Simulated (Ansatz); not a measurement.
GaAs in the zincblende structure was put through Ansatz (plane waves). The start is a rough guess from atomic radii.

The cell given to it:
```cif
data_structure
_symmetry_space_group_name_H-M 'P 1'
_symmetry_Int_Tables_number 1
_cell_length_a 3.8811
_cell_length_b 3.8811
_cell_length_c 3.8811
_cell_angle_alpha 60.000
_cell_angle_beta 60.000
_cell_angle_gamma 60.000
_cell_volume 41.34
loop_
_atom_site_label
_atom_site_type_symbol
_atom_site_fract_x
_atom_site_fract_y
_atom_site_fract_z
_atom_site_occupancy
Ga1 Ga 0.00000 0.00000 0.00000 1
As1 As 0.25000 0.25000 0.25000 1
```

The log, with set-up remarks and timings taken out:
```
Pseudopotential: Ga, paw, valence charge 13, recommended cutoff 420 eV
Pseudopotential: As, paw, valence charge 15, recommended cutoff 420 eV
Crystal: 2 atoms, lattice volume = 41.339 Å³
Basis set: ecut = 420 eV, 869 PW (Γ)
Bands: 18, of which v1, the nominal top of the filled ones, is band 14 counted from 1 (13 counted from 0)
Symmetry: 24 space group operations
Space group: F-43m (ITA 216)
k-points: 29 of 512 (time reversal used)
preconditioner: auto → none  [insulator: Δε(μ)=1.195 eV  σ=0.020 eV  ℏωp=24.5 eV]
SCF 1 converged in 6 iterations: F = -8639.664786 eV  dr2 = 6.86e-9
relax step 1: F+E_penalty+E_count = -8639.66478554 eV  P = +11.484 GPa  Ω = 41.339 Å³
SCF 2 converged in 6 iterations: F = -8639.842098 eV  dr2 = 7.53e-8
relax step 2: F+E_penalty+E_count = -8639.84209759 eV  P = +2.412 GPa  Ω = 45.698 Å³
SCF 3 converged in 5 iterations: F = -8639.853447 eV  dr2 = 8.11e-8
relax step 3: F+E_penalty+E_count = -8639.85344736 eV  P = +0.473 GPa  Ω = 47.016 Å³
SCF 4 converged in 4 iterations: F = -8639.853887 eV  dr2 = 3.03e-8
relax step 4: F+E_penalty+E_count = -8639.85388741 eV  P = +0.002 GPa  Ω = 47.370 Å³
SCF 5 converged in 8 iterations: F = -8639.855611 eV  dr2 = 9.87e-12
relax step 5: F+E_penalty+E_count = -8639.85561094 eV  P = +0.030 GPa  Ω = 47.370 Å³  (SCF on a basis re-selected at this cell)
SCF converged after 8 iterations
Free energy (F): -8639.855611 eV
Internal energy: -8639.855589 eV  (E = F + TS)
E sigma→0 (E₀):  -8639.855600 eV
Entropy (-TS):   -0.000021 eV (-0.011 meV/atom)
Fermi energy:    7.650171 eV
--- Forces (eV/Å), atoms counted from 1 ---
  atom   1  Ga      0.00000      0.00000      0.00000
  atom   2  As      0.00000      0.00000      0.00000
--- Stress (GPa, compression-positive) ---
        0.029887       0.000000       0.000000
        0.000000       0.029887       0.000000
        0.000000       0.000000       0.029887
  P = ⅓ Tr σ = 0.0299 GPa (0.299 kbar)
--- Relaxed structure (4 steps of the walk, 4 accepted, 1 SCFs on fresh bases) ---
  F+E_penalty+E_count = -8639.85561094 eV
  cell:  # Å, volume = 47.3697 Å³
    - [0.000000, 2.871819, 2.871819]
    - [2.871819, 0.000000, 2.871819]
    - [2.871819, 2.871819, 0.000000]
  atoms:
    - { symbol: Ga, position: [0.000000, 0.000000, 0.000000] }
    - { symbol: As, position: [0.250000, 0.250000, 0.250000] }
```

**Question.** What input produced it? Give the YAML.

**Answer.**
```yaml
crystal:
  # lattice and atoms as above
kpoints:
  mp_grid: { grid: [8, 8, 8] }
hamiltonian:
  xc: pbe
scf:
  occupations: { method: fermi_dirac, width: 0.02 }
relax:
  f_tol: 0.005
  cell: {}
```
The relax steps with a changing cell volume need the relax block with cell. Close relatives of this functional can't be ruled out from these lines alone. Not every key shows in the log; this is the file that was used.

Command: `ansatz run input.yaml --threads 2 --pin off --max-ram 2211MiB --backend cpu --events-out ev --progress --plain --runs-dir out`.

**Question.** It took 5.8 s on 2 threads of Arm Neoverse V1, with other jobs on the host, load about 0.5 per core. What peak of host memory did it reach?

**Answer.** About 0.34 GiB.

(Simulation; spin polarisation is off.)
